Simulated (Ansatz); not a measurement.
# CaS (rocksalt): equation of state and elastic constants

Aim: the bulk modulus of CaS (rocksalt) from energies at several volumes around the relaxed one, then the elastic tensor.

Method: DFT r²SCAN, scalar-relativistic, plane waves, PAW, in Ansatz 0.2.0.

3 further runs of the same task are left out: 2 that didn't finish, 1 set aside as unsound or not needed.

## Step 1: The starting structure

The structure is cubic, space group Fm-3m (No. 225). Conventional cell: a = 5.696 Å, b = 5.696 Å, c = 5.696 Å, α = 90.00°, β = 90.00°, γ = 90.00°. Around Ca (site symmetry m-3m) lie 6 S at 2.85 Å. S (site symmetry m-3m) is surrounded by 6 Ca at 2.85 Å.

Coordinates:

```
CELL_PARAMETERS angstrom
0.00000 2.84787 2.84787
2.84787 0.00000 2.84787
2.84787 2.84787 0.00000
ATOMIC_POSITIONS crystal
Ca 0.50000 0.50000 0.50000
S 0.00000 0.00000 0.00000
```

An earlier run at r²SCAN left this cell at 23.097 Å³/atom and 0.00 GPa (8×8×8 mesh).

Volume factors to run: 0.980, 1.020, 0.960, 1.040, 1.070.

## Step 2: Volume × 0.980

The input, input.yaml:

```yaml
crystal:
  lattice:
    - [0.0, 2.8287565976, 2.8287565976]
    - [2.8287565976, 0.0, 2.8287565976]
    - [2.8287565976, 2.8287565976, 0.0]
  atoms:
    - { symbol: Ca, position: [0.5, 0.5, 0.5] }
    - { symbol: S, position: [0.0, 0.0, 0.0] }
basis:
  ecutwfc: 500
  ecutrho_ratio: 4
kpoints:
  mp_grid: { grid: [8, 8, 8] }
hamiltonian:
  xc: r2scan
scf:
  occupations: { method: gaussian, width: 0.05 }
output:
  forces: true
  stress: true
  eigenvalues: true
```

Run with:

```
$ ansatz run input.yaml --threads 2 --pin off --max-ram 2662MiB --backend cpu --events-out ev --progress --plain --runs-dir out
```

The log of the run (excerpt; [...] marks lines left out):

```text
Warning: RAYON_NUM_THREADS=2 ignored (pool sized by the plan → 2); use --threads N
[...]
Pseudopotentials: kind: paw
Pseudopotential: Ca, paw, valence charge 10, recommended cutoff 500 eV (meta_gga), Ca.paw.azcp
Pseudopotential: S, paw, valence charge 6, recommended cutoff 500 eV (meta_gga), S.paw.azcp
Functional definition: r2SCAN
[...]
Crystal: 2 atoms, lattice volume = 45.271 Å³
Basis set: ecut = 500 eV, 1139 PW (Γ), exchange–correlation on 120×120×120 points (64 copies of the dense FFT grid, shifted against one another)
Bands: 12, of which v1, the nominal top of the filled ones, is band 8 counted from 1 (7 counted from 0)
Symmetry: 48 space group operations
Space group: Fm-3m (ITA 225), of the structure as read, at distance tolerance 3.6e-5 Å
k-points: 29 of 512
[...]
SCF iter   1: F=—  HF=-2732.360009 eV  |F-HF|=—  |Δ(HF+E_count)|=         —  Δρ=5.31e-3  dr2=1.09e-2  dr2_τ=8.74e-3  ethr=1.77e-3  ⟨swp⟩=7.0  Hψ=2539  notcnv=0
[...]
SCF iter   6: F=-2732.407773 eV  HF=-2732.407773 eV  |F-HF|=9.32e-11  |Δ(HF+E_count)|=   5.78e-8  Δρ=2.53e-6  dr2=2.32e-9  dr2_τ=1.57e-10  ethr=3.55e-10  ⟨swp⟩=2.4  Hψ=1301  notcnv=0
[...]
SCF converged after 6 iterations
Free energy (F): -2732.407773 eV
[...]
E sigma→0 (E₀):  -2732.407773 eV
Fermi energy:    7.312189 eV
[...]
--- Forces (eV/Å), atoms counted from 1 ---
  atom   1  Ca     0.00000000    -0.00000000    -0.00000000
  atom   2  S     -0.00000000     0.00000000    -0.00000000
[...]
--- Stress (GPa, compression-positive) ---
        1.292682       0.000000       0.000000
       -0.000000       1.292682       0.000000
        0.000000       0.000000       1.292682
  P = ⅓ Tr σ = 1.2927 GPa (12.927 kbar)
--- Band table (eV; the first three rows and the last of 29) ---
  k-point 0: bands = ["-34.7273", "-14.8270", "-14.8270", "-14.8270", "-5.9239", "5.9355", "5.9355", "5.9355", "10.5914", "10.5914", "10.5914", "10.9986"]
[...]
```

It took 1.2 s on 2 threads of Arm Neoverse V2, shared host; peak memory 0.39 GiB.

This gives: volume 22.635 Å³/atom, pressure 1.29 GPa, mesh gap 2.75 eV.

## Step 3: Scaling the volume by 1.020

Changes to input.yaml since step 2:

```diff
@@ -2,5 +2,5 @@
   lattice:
-    - [0.0, 2.8287565976, 2.8287565976]
-    - [2.8287565976, 0.0, 2.8287565976]
-    - [2.8287565976, 2.8287565976, 0.0]
+    - [0.0, 2.8667310162, 2.8667310162]
+    - [2.8667310162, 0.0, 2.8667310162]
+    - [2.8667310162, 2.8667310162, 0.0]
   atoms:
```

Run with:

```
$ ansatz run input.yaml --threads 2 --pin off --max-ram 2662MiB --backend cpu --events-out ev --progress --plain --runs-dir out
```

The log of the run (excerpt; [...] marks lines left out):

```text
Warning: RAYON_NUM_THREADS=2 ignored (pool sized by the plan → 2); use --threads N
[...]
Pseudopotentials: kind: paw
Pseudopotential: Ca, paw, valence charge 10, recommended cutoff 500 eV (meta_gga), Ca.paw.azcp
Pseudopotential: S, paw, valence charge 6, recommended cutoff 500 eV (meta_gga), S.paw.azcp
Functional definition: r2SCAN
[...]
Crystal: 2 atoms, lattice volume = 47.118 Å³
Basis set: ecut = 500 eV, 1243 PW (Γ), exchange–correlation on 120×120×120 points (64 copies of the dense FFT grid, shifted against one another)
Bands: 12, of which v1, the nominal top of the filled ones, is band 8 counted from 1 (7 counted from 0)
Symmetry: 48 space group operations
Space group: Fm-3m (ITA 225), of the structure as read, at distance tolerance 3.6e-5 Å
k-points: 29 of 512
[...]
SCF iter   1: F=—  HF=-2732.364984 eV  |F-HF|=—  |Δ(HF+E_count)|=         —  Δρ=5.26e-3  dr2=1.12e-2  dr2_τ=7.57e-3  ethr=1.77e-3  ⟨swp⟩=7.0  Hψ=2536  notcnv=0
[...]
SCF iter   6: F=-2732.408007 eV  HF=-2732.408007 eV  |F-HF|=5.87e-11  |Δ(HF+E_count)|=   7.00e-8  Δρ=2.69e-6  dr2=2.81e-9  dr2_τ=1.65e-10  ethr=4.15e-10  ⟨swp⟩=2.7  Hψ=1296  notcnv=0
[...]
SCF converged after 6 iterations
Free energy (F): -2732.408007 eV
[...]
E sigma→0 (E₀):  -2732.408007 eV
Fermi energy:    6.943718 eV
[...]
--- Forces (eV/Å), atoms counted from 1 ---
  atom   1  Ca     0.00000000    -0.00000000    -0.00000000
  atom   2  S     -0.00000000     0.00000000    -0.00000000
[...]
--- Stress (GPa, compression-positive) ---
       -1.167344       0.000000      -0.000000
       -0.000000      -1.167344       0.000000
        0.000000      -0.000000      -1.167344
  P = ⅓ Tr σ = -1.1673 GPa (-11.673 kbar)
--- Band table (eV; the first three rows and the last of 29) ---
  k-point 0: bands = ["-35.2849", "-15.3785", "-15.3785", "-15.3785", "-6.2037", "5.5214", "5.5214", "5.5214", "10.1847", "10.1847", "10.1847", "10.3141"]
[...]
```

Wall time 1.4 s (2 threads of Arm Neoverse V2, shared host); peak memory 0.4 GiB.

This gives: volume 23.559 Å³/atom, pressure -1.17 GPa, gap on the mesh 2.84 eV.

## Step 4: At 0.960 of the relaxed volume

Changes to input.yaml since step 3:

```diff
@@ -2,5 +2,5 @@
   lattice:
-    - [0.0, 2.8667310162, 2.8667310162]
-    - [2.8667310162, 0.0, 2.8667310162]
-    - [2.8667310162, 2.8667310162, 0.0]
+    - [0.0, 2.8093809444, 2.8093809444]
+    - [2.8093809444, 0.0, 2.8093809444]
+    - [2.8093809444, 2.8093809444, 0.0]
   atoms:
```

Run with:

```
$ ansatz run input.yaml --threads 2 --pin off --max-ram 2662MiB --backend cpu --events-out ev --progress --plain --runs-dir out
```

The log of the run (excerpt; [...] marks lines left out):

```text
Warning: RAYON_NUM_THREADS=2 ignored (pool sized by the plan → 2); use --threads N
[...]
Pseudopotentials: kind: paw
Pseudopotential: Ca, paw, valence charge 10, recommended cutoff 500 eV (meta_gga), Ca.paw.azcp
Pseudopotential: S, paw, valence charge 6, recommended cutoff 500 eV (meta_gga), S.paw.azcp
Functional definition: r2SCAN
[...]
Crystal: 2 atoms, lattice volume = 44.347 Å³
Basis set: ecut = 500 eV, 1139 PW (Γ), exchange–correlation on 120×120×120 points (64 copies of the dense FFT grid, shifted against one another)
Bands: 12, of which v1, the nominal top of the filled ones, is band 8 counted from 1 (7 counted from 0)
Symmetry: 48 space group operations
Space group: Fm-3m (ITA 225), of the structure as read, at distance tolerance 3.5e-5 Å
k-points: 29 of 512
[...]
SCF iter   1: F=—  HF=-2732.345917 eV  |F-HF|=—  |Δ(HF+E_count)|=         —  Δρ=5.33e-3  dr2=1.06e-2  dr2_τ=9.42e-3  ethr=1.77e-3  ⟨swp⟩=6.9  Hψ=2520  notcnv=0
[...]
SCF iter   6: F=-2732.396253 eV  HF=-2732.396253 eV  |F-HF|=1.07e-10  |Δ(HF+E_count)|=   5.47e-8  Δρ=2.56e-6  dr2=2.09e-9  dr2_τ=1.74e-10  ethr=3.21e-10  ⟨swp⟩=2.4  Hψ=1270  notcnv=0
[...]
SCF converged after 6 iterations
Free energy (F): -2732.396253 eV
[...]
E sigma→0 (E₀):  -2732.396253 eV
Fermi energy:    7.507376 eV
[...]
--- Forces (eV/Å), atoms counted from 1 ---
  atom   1  Ca     0.00000000    -0.00000000    -0.00000000
  atom   2  S     -0.00000000     0.00000000    -0.00000000
[...]
--- Stress (GPa, compression-positive) ---
        2.726165       0.000000       0.000000
        0.000000       2.726165       0.000000
        0.000000       0.000000       2.726165
  P = ⅓ Tr σ = 2.7262 GPa (27.262 kbar)
--- Band table (eV; the first three rows and the last of 29) ---
  k-point 0: bands = ["-34.4348", "-14.5375", "-14.5375", "-14.5375", "-5.7749", "6.1564", "6.1564", "6.1564", "10.8046", "10.8046", "10.8046", "11.3636"]
[...]
```

Run time: 1.2 s. Hardware: 2 threads of Arm Neoverse V2, shared host; peak memory 0.39 GiB.

In short: volume 22.173 Å³/atom, pressure 2.73 GPa, mesh gap 2.70 eV.

## Step 5: Volume × 1.040

Changes to input.yaml since step 4:

```diff
@@ -2,5 +2,5 @@
   lattice:
-    - [0.0, 2.8093809444, 2.8093809444]
-    - [2.8093809444, 0.0, 2.8093809444]
-    - [2.8093809444, 2.8093809444, 0.0]
+    - [0.0, 2.8853466743, 2.8853466743]
+    - [2.8853466743, 0.0, 2.8853466743]
+    - [2.8853466743, 2.8853466743, 0.0]
   atoms:
@@ -21 +21,5 @@
   eigenvalues: true
+  write_density: true
+  write_potential: true
+  elf: true
+  volumetric_format: npy
```

Run with:

```
$ ansatz run input.yaml --threads 2 --pin off --max-ram 2662MiB --backend cpu --events-out ev --progress --plain --runs-dir out
```

The log of the run (excerpt; [...] marks lines left out):

```text
Warning: RAYON_NUM_THREADS=2 ignored (pool sized by the plan → 2); use --threads N
[...]
Pseudopotentials: kind: paw
Pseudopotential: Ca, paw, valence charge 10, recommended cutoff 500 eV (meta_gga), Ca.paw.azcp
Pseudopotential: S, paw, valence charge 6, recommended cutoff 500 eV (meta_gga), S.paw.azcp
Functional definition: r2SCAN
[...]
Crystal: 2 atoms, lattice volume = 48.042 Å³
Basis set: ecut = 500 eV, 1243 PW (Γ), exchange–correlation on 120×120×120 points (64 copies of the dense FFT grid, shifted against one another)
Bands: 12, of which v1, the nominal top of the filled ones, is band 8 counted from 1 (7 counted from 0)
Symmetry: 48 space group operations
Space group: Fm-3m (ITA 225), of the structure as read, at distance tolerance 3.6e-5 Å
k-points: 29 of 512
[...]
SCF iter   1: F=—  HF=-2732.357301 eV  |F-HF|=—  |Δ(HF+E_count)|=         —  Δρ=5.24e-3  dr2=1.14e-2  dr2_τ=7.07e-3  ethr=1.77e-3  ⟨swp⟩=6.8  Hψ=2507  notcnv=0
[...]
SCF iter   6: F=-2732.398196 eV  HF=-2732.398196 eV  |F-HF|=9.55e-11  |Δ(HF+E_count)|=   7.94e-8  Δρ=2.74e-6  dr2=2.66e-9  dr2_τ=1.83e-10  ethr=4.23e-10  ⟨swp⟩=5.9  Hψ=2027  notcnv=0
[...]
SCF converged after 6 iterations
Free energy (F): -2732.398196 eV
[...]
E sigma→0 (E₀):  -2732.398196 eV
Fermi energy:    6.769620 eV
[...]
--- Forces (eV/Å), atoms counted from 1 ---
  atom   1  Ca     0.00000000    -0.00000000    -0.00000000
  atom   2  S     -0.00000000    -0.00000000    -0.00000000
[...]
--- Stress (GPa, compression-positive) ---
       -2.220393       0.000000       0.000000
       -0.000000      -2.220393      -0.000000
       -0.000000      -0.000000      -2.220393
  P = ⅓ Tr σ = -2.2204 GPa (-22.204 kbar)
--- Band table (eV; the first three rows and the last of 29) ---
  k-point 0: bands = ["-35.5508", "-15.6414", "-15.6414", "-15.6414", "-6.3353", "5.3272", "5.3272", "5.3272", "9.9906", "9.9906", "9.9906", "9.9930"]
[...]
```

It took 1.7 s on 2 threads of Arm Neoverse V2, shared host; peak memory 0.41 GiB.

Read off: volume 24.021 Å³/atom, pressure -2.22 GPa, gap on the mesh 2.88 eV.

Axes a, b and c in the maps are those of this run's conventional cell (a, b, c = 5.771, 5.771, 5.771 Å).

Density in a lattice plane of the grid's cell (edges 5.77 and 5.77 Å, at 0.000 of the third edge), which holds Ca and S.

Ten even steps from ' ' (-0.05 e/Å³) to '@' (6.64 e/Å³):
```
  ......          ::==##%%##==::          ......
........            ::--==--::            ......
....                  ......                  ..
                                                
                                                
                                                
....                  ......                  ..
==--::            ..............            ::--
%%##==::          ......  ......          ::==##
@@@@**::        ......      ......        ::**@@
%%##==::          ......  ......          ::==##
==--::            ..............            ::--
....                  ......                  ..
                                                
                                                
                                                
....                  ......                  ..
........            ::--==--::            ......
  ......          ::==##%%##==::          ......
    ......        ::**@@@@@@**::        ......  
```
Columns run along the first of these edges and rows up along the second, over one cell in 24 and 20 even steps from the bottom left corner. Atoms in the plane (fractional): Ca at (0.00, 0.50), Ca at (0.50, 0.00), S at (0.00, 0.00), S at (0.50, 0.50).

ELF in the same plane.

Ten even steps from '0' (0.02) to '9' (0.86):
```
148998303899999830389984
899997301699999610379999
999986200146764100268999
998863100000000000136889
333320002333333320002333
000000136889998863100000
764100268999999986200146
999610379999899997301699
999830389984148998303899
899940389960006998304999
999830389984148998303899
999610379999899997301699
764100268999999986200146
000000136889998863100000
333320002333333320002333
998863100000000000136889
999986200146764100268999
899997301699999610379999
148998303899999830389984
006998304999899940389960
```
Columns run along the first of these edges and rows up along the second, over one cell in 24 and 20 even steps from the bottom left corner. Atoms in the plane (fractional): Ca at (0.00, 0.50), Ca at (0.50, 0.00), S at (0.00, 0.00), S at (0.50, 0.50).

Both are smooth fields of the valence electrons: close to the nuclei they are not physical.

Outside the cores ELF peaks at 0.87 in the shell around S, 0.9 Å from S.

## Step 6: Volume × 1.070

The input, input.yaml:

```yaml
crystal:
  lattice:
    - [0.0, 2.9128278204, 2.9128278204]
    - [2.9128278204, 0.0, 2.9128278204]
    - [2.9128278204, 2.9128278204, 0.0]
  atoms:
    - { symbol: Ca, position: [0.5, 0.5, 0.5] }
    - { symbol: S, position: [0.0, 0.0, 0.0] }
basis:
  ecutwfc: 500
  ecutrho_ratio: 4
kpoints:
  mp_grid: { grid: [8, 8, 8] }
hamiltonian:
  xc: r2scan
scf:
  occupations: { method: gaussian, width: 0.05 }
output:
  forces: true
  stress: true
  eigenvalues: true
```

Run with:

```
$ ansatz run input.yaml --threads 2 --pin off --max-ram 2662MiB --backend cpu --events-out ev --progress --plain --runs-dir out
```

The log of the run (excerpt; [...] marks lines left out):

```text
Warning: RAYON_NUM_THREADS=2 ignored (pool sized by the plan → 2); use --threads N
[...]
Pseudopotentials: kind: paw
Pseudopotential: Ca, paw, valence charge 10, recommended cutoff 500 eV (meta_gga), Ca.paw.azcp
Pseudopotential: S, paw, valence charge 6, recommended cutoff 500 eV (meta_gga), S.paw.azcp
Functional definition: r2SCAN
[...]
Crystal: 2 atoms, lattice volume = 49.428 Å³
Basis set: ecut = 500 eV, 1243 PW (Γ), exchange–correlation on 128×128×128 points (64 copies of the dense FFT grid, shifted against one another)
Bands: 12, of which v1, the nominal top of the filled ones, is band 8 counted from 1 (7 counted from 0)
Symmetry: 48 space group operations
Space group: Fm-3m (ITA 225), of the structure as read, at distance tolerance 3.7e-5 Å
k-points: 29 of 512
[...]
SCF iter   1: F=—  HF=-2732.335050 eV  |F-HF|=—  |Δ(HF+E_count)|=         —  Δρ=5.20e-3  dr2=1.17e-2  dr2_τ=6.42e-3  ethr=1.77e-3  ⟨swp⟩=6.6  Hψ=2494  notcnv=0
[...]
SCF iter   6: F=-2732.372818 eV  HF=-2732.372818 eV  |F-HF|=1.23e-10  |Δ(HF+E_count)|=   8.79e-8  Δρ=3.06e-6  dr2=3.01e-9  dr2_τ=2.52e-10  ethr=4.57e-10  ⟨swp⟩=2.8  Hψ=1340  notcnv=0
[...]
SCF converged after 6 iterations
Free energy (F): -2732.372818 eV
[...]
E sigma→0 (E₀):  -2732.372818 eV
Fermi energy:    6.520086 eV
[...]
--- Forces (eV/Å), atoms counted from 1 ---
  atom   1  Ca     0.00000000    -0.00000000    -0.00000000
  atom   2  S     -0.00000000    -0.00000000     0.00000000
[...]
--- Stress (GPa, compression-positive) ---
       -3.610843       0.000000      -0.000000
       -0.000000      -3.610843       0.000000
        0.000000       0.000000      -3.610843
  P = ⅓ Tr σ = -3.6108 GPa (-36.108 kbar)
--- Band table (eV; the first three rows and the last of 29) ---
  k-point 0: bands = ["-35.9346", "-16.0209", "-16.0209", "-16.0209", "-6.5231", "5.0507", "5.0507", "5.0507", "9.5354", "9.7099", "9.7099", "9.7099"]
[...]
```

Wall time 1.4 s (2 threads of Arm Neoverse V2, shared host); peak memory 0.43 GiB.

Result: volume 24.714 Å³/atom, pressure -3.61 GPa, mesh gap 2.94 eV.

## Step 7: Energy and pressure against volume

Energies have the smearing extrapolated to zero and count from the lowest point.

```csv
volume (Å³/atom),energy (meV/atom),pressure (GPa),gap (eV)
22.173,7.59,2.73,2.70
22.635,1.83,1.29,2.75
23.097,0.00,0.00,2.80
23.559,1.72,-1.17,2.84
24.021,6.62,-2.22,2.88
24.714,19.31,-3.61,2.94
```

volume (Å³/atom), energy (meV/atom) and a bar:
```
    22.17        7.6 ############
    22.64        1.8 ###
    23.10        0.0 
    23.56        1.7 ###
    24.02        6.6 ##########
    24.71       19.3 ##############################
```

## Step 8: Elastic constants, atoms relaxed

Changes to input.yaml since step 6:

```diff
@@ -2,5 +2,5 @@
   lattice:
-    - [0.0, 2.9128278204, 2.9128278204]
-    - [2.9128278204, 0.0, 2.9128278204]
-    - [2.9128278204, 2.9128278204, 0.0]
+    - [0.0, 2.8478703977, 2.8478703977]
+    - [2.8478703977, 0.0, 2.8478703977]
+    - [2.8478703977, 2.8478703977, 0.0]
   atoms:
@@ -21 +21,4 @@
   eigenvalues: true
+elastic:
+  mode: relaxed_ion
+  stencil: two_point
```

Run with:

```
$ ansatz run input.yaml --threads 2 --pin off --max-ram 2662MiB --backend cpu --events-out ev --progress --plain --runs-dir out
```

The log of the run (excerpt; [...] marks lines left out):

```text
Warning: RAYON_NUM_THREADS=2 ignored (pool sized by the plan → 2); use --threads N
[...]
Pseudopotentials: kind: paw
Pseudopotential: Ca, paw, valence charge 10, recommended cutoff 500 eV (meta_gga), Ca.paw.azcp
Pseudopotential: S, paw, valence charge 6, recommended cutoff 500 eV (meta_gga), S.paw.azcp
Functional definition: r2SCAN
[...]
Crystal: 2 atoms, lattice volume = 46.195 Å³
Basis set: ecut = 500 eV, 1211 PW (Γ), exchange–correlation on 120×120×120 points (64 copies of the dense FFT grid, shifted against one another)
Bands: 12, of which v1, the nominal top of the filled ones, is band 8 counted from 1 (7 counted from 0)
Symmetry: 48 space group operations
Space group: Fm-3m (ITA 225), of the structure as read, at distance tolerance 3.6e-5 Å
k-points: 29 of 512
[...]
  moduli (Voigt/Reuss/Hill, GPa): K = 61.39/61.39/61.39   G = 44.21/42.24/43.23   E = 105.03   ν = 0.215
  mechanically stable: yes (min eigenvalue of sym C = 36.25 GPa)
  strain η (Voigt 11):  stress-route row diagonal C_11 = 136.28 GPa, energy-path curvature d²(F+E_count+ΔE)/dδ²/Ω₀ = 136.26 GPa
         δ    σ_11 (GPa)             F (eV)   n_scf  n_hpsi   n_pw
    -2.000e-3      -0.2756       -2732.4113570       9   16848   1211   relax 0 steps, max|allowed force component| 3.20e-30 eV/Å
     2.000e-3       0.2695       -2732.4113570       5   13474   1219   relax 0 steps, max|allowed force component| 6.51e-30 eV/Å
  strain η (Voigt 23):  stress-route row diagonal C_44 = 36.25 GPa, energy-path curvature d²(F+E_count+ΔE)/dδ²/Ω₀ = 36.24 GPa
         δ    σ_23 (GPa)             F (eV)   n_scf  n_hpsi   n_pw
    -2.000e-3      -0.0725       -2732.4114145       7   23108   1211   relax 0 steps, max|allowed force component| 5.78e-29 eV/Å
     2.000e-3       0.0725       -2732.4114145       4   17904   1211   relax 0 steps, max|allowed force component| 6.01e-29 eV/Å
```

Run time: 11 s. Hardware: 2 threads of Arm Neoverse V2, shared host; peak memory 0.48 GiB.

In short: volume 23.097 Å³/atom, pressure 0.00 GPa, mesh gap 2.80 eV.

The elastic tensor (GPa, Voigt order xx, yy, zz, yz, xz, xy, in the frame of the lattice vectors):

```
136.3  24.0  24.0   0.0   0.0   0.0
 24.0 136.3  24.0   0.0   0.0   0.0
 24.0  24.0 136.3   0.0   0.0   0.0
  0.0   0.0   0.0  36.2   0.0   0.0
  0.0   0.0   0.0   0.0  36.2   0.0
  0.0   0.0   0.0   0.0   0.0  36.2
```

```csv
modulus (GPa),Voigt,Reuss,Hill
bulk,61.4,61.4,61.4
shear,44.2,42.2,43.2
```

Young's modulus along Cartesian directions: [100] 129, [010] 129, [001] 129, [110] 98, [101] 98, [011] 98, [111] 91 GPa.

## Step 9: Outcome

| quantity | value |
| --- | --- |
| V0 | 23.097 Å³/atom |
| B0 | 61 GPa |
| B0′ | 4.1 |
| scatter of the fit | 0.001 meV/atom |
| C11, C12, C44 | 136, 24, 36 GPa |
| K, G, E (Hill) | 61, 43, 105 GPa |
| Poisson's ratio | 0.22 |

**Reading.** A third-order Birch–Murnaghan fit puts the minimum at 23.10 Å³/atom with a bulk modulus of 61 GPa. One per cent of compression takes about 0.61 GPa. The gap on the mesh opens from 2.70 to 2.94 eV as the cell expands over this range. All eigenvalues of the tensor are positive, so the cell is mechanically stable. K/G = 1.42 lies under Pugh's 1.75, an empirical mark of brittle behaviour drawn from metals, and the universal anisotropy index of 0.23 is moderate. The bulk moduli from the tensor and from the fit agree within 1 %. These are values at 0 K without zero-point motion.
